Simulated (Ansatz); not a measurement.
SrO (rocksalt), relaxed with r2SCAN in Ansatz 0.2.0. Space group Fm-3m (No. 225), cubic; conventional cell a = 5.160 Å, 17.17 Å³ an atom. Around Sr lie 6 O at 2.58 Å; around O lie 6 Sr at 2.58 Å.

The axes x, y and z are those of this cell:
```yaml
crystal:
  lattice:
    - [0.00000, 2.57989, 2.57989]
    - [2.57989, 0.00000, 2.57989]
    - [2.57989, 2.57989, 0.00000]
  atoms:
    - { symbol: Sr, position: [0.00000, 0.00000, 0.00000] }
    - { symbol: O, position: [0.50000, 0.50000, 0.50000] }
```

Unstrained: With PBE the valence top lies at Γ and the conduction bottom at X, 3.318 eV higher; the smallest vertical gap, at X, is 3.403 eV. The r2SCAN gap is indirect, 3.799 eV (Γ to X), below the direct gap of 3.880 eV at X. The HSE06 gap is indirect, 4.794 eV (Γ to X), below the direct gap of 4.890 eV at X. Meshes: PBE 8×8×8, r2SCAN 8×8×8, HSE06 6×6×6. Strains are changes of length per length, and xy shears are angles. After each strain the atoms were relaxed again with r2SCAN within the symmetry that the strain leaves, so tilts or polar shifts that break it weren't tested; points keep the names that they have in the unstrained zone. The values are computed, spin-unpolarised, and not measurements.

**Question.** Estimate what epitaxial +0.5 % in the xy plane, free normal strain -0.25 % does to the gap.

**Answer.** PBE: the gap goes from 3.318 to 3.286 eV (-0.032 eV); the X points, equivalent before, split by 27 meV, and the conduction bottom lies at those like (1/2, 1/2, 0); with r2SCAN the top three valence levels at Γ, degenerate before, become 1+2 from the top over 25 meV. r2SCAN: the gap goes from 3.799 to 3.766 eV (-0.033 eV); the X points, equivalent before, split by 30 meV, and the conduction bottom lies at those like (1/2, 1/2, 0). HSE06: the gap goes from 4.794 to 4.763 eV (-0.031 eV); the X points, equivalent before, split by 29 meV, and the conduction bottom lies at those like (1/2, 1/2, 0). The r2SCAN energy rises by 0.5 meV an atom.

**Question.** One strain changed the r2SCAN stress by xx -5.88, yy -5.88, zz -5.88 GPa (compression positive) and the gap by +0.019 eV (PBE), +0.015 eV (r2SCAN), -0.006 eV (HSE06). Which kind of strain was it, and roughly how large?

**Answer.** Isotropic +2.5 % on every length. The pattern of the stress gives the kind; the size needs the stiffness, so it is an estimate.

**Question.** Apply epitaxial +4.0 % in the plane normal to [111], free normal strain -2.76 %. How far does the gap move, against the unstrained cell?

**Answer.** PBE: the gap goes from 3.318 to 3.215 eV (-0.103 eV); with r2SCAN the top three valence levels at Γ, degenerate before, become 1+2 from the top over 136 meV. r2SCAN: the gap goes from 3.799 to 3.693 eV (-0.106 eV). HSE06: the gap goes from 4.794 to 4.672 eV (-0.122 eV). The r2SCAN energy rises by 29.6 meV an atom.

**Question.** Apply uniaxial +5.0 % along [111], other directions held. How far does the gap move, against the unstrained cell?

**Answer.** PBE: the gap goes from 3.318 to 3.275 eV (-0.043 eV); with r2SCAN the top three valence levels at Γ, degenerate before, become 2+1 from the top over 115 meV. r2SCAN: the gap goes from 3.799 to 3.753 eV (-0.046 eV). HSE06: the gap goes from 4.794 to 4.734 eV (-0.060 eV). The r2SCAN energy rises by 22.0 meV an atom.

**Question.** Estimate what xy shear, engineering strain (angle) -1.5 % does to the gap.

**Answer.** PBE: the gap goes from 3.318 to 3.300 eV (-0.018 eV); with r2SCAN the top three valence levels at Γ, degenerate before, become 1+1+1 from the top over 33 meV. r2SCAN: the gap goes from 3.799 to 3.782 eV (-0.017 eV). HSE06: the gap goes from 4.794 to 4.776 eV (-0.018 eV). The r2SCAN energy rises by 0.7 meV an atom.

The meshes of the hybrids are coarse, so their gaps aren't converged to the digits shown.

The splittings at Γ are without spin-orbit coupling, which regroups them where it is of like size or larger.
